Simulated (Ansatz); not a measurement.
A run of Ansatz 0.2.0 is set up as follows.

input.yaml

```yaml
crystal:
  lattice:
    - [5.605, 0.0, 0.0]
    - [0.0, 5.605, 0.0]
    - [0.0, 0.0, 5.605]
  atoms:
    - { symbol: Pb, position: [0.5, 0.5, 0.5] }
    - { symbol: Cs, position: [0.0, 0.0, 0.0] }
    - { symbol: Cl, position: [0.5, 0.0, 0.5] }
    - { symbol: Cl, position: [0.0, 0.5, 0.5] }
    - { symbol: Cl, position: [0.5, 0.5, 0.0] }
hamiltonian:
  xc: blyp
  pseudopotentials: { kind: paw }
kpoints:
  mp_grid: { grid: [5, 5, 5] }
  band_path:
    path:
      - [[0.0, 0.0, 0.0], [0.0, 0.5, 0.0], [0.5, 0.5, 0.0], [0.0, 0.0, 0.0], [0.5, 0.5, 0.5], [0.0, 0.5, 0.0]]
      - [[0.5, 0.5, 0.0], [0.5, 0.5, 0.5]]
    npoints: 14
scf:
  occupations: { method: fermi_dirac, width: 0.05 }
  n_extra_bands: 12
output:
  forces: true
  stress: true
  eigenvalues: true
  fatbands: false
```

Potentials or basis: Ansatz PAW.

The run is started by

```sh
$ ansatz run input.yaml --threads 2 --pin off --max-ram 5632MiB --backend cpu --events-out ev --progress --plain --runs-dir out
```

(1) Estimate the band gap along the path.

(2) Estimate the pressure.

Results:

(1) 2.03 eV, direct.

(2) 3.2 GPa.

Caveat: spin-orbit coupling is left out, which moves the levels of the heavy elements; the PAW data sets come from PBE, with cores solved anew for the run's functional, which leaves a small shift of forces and pressure.
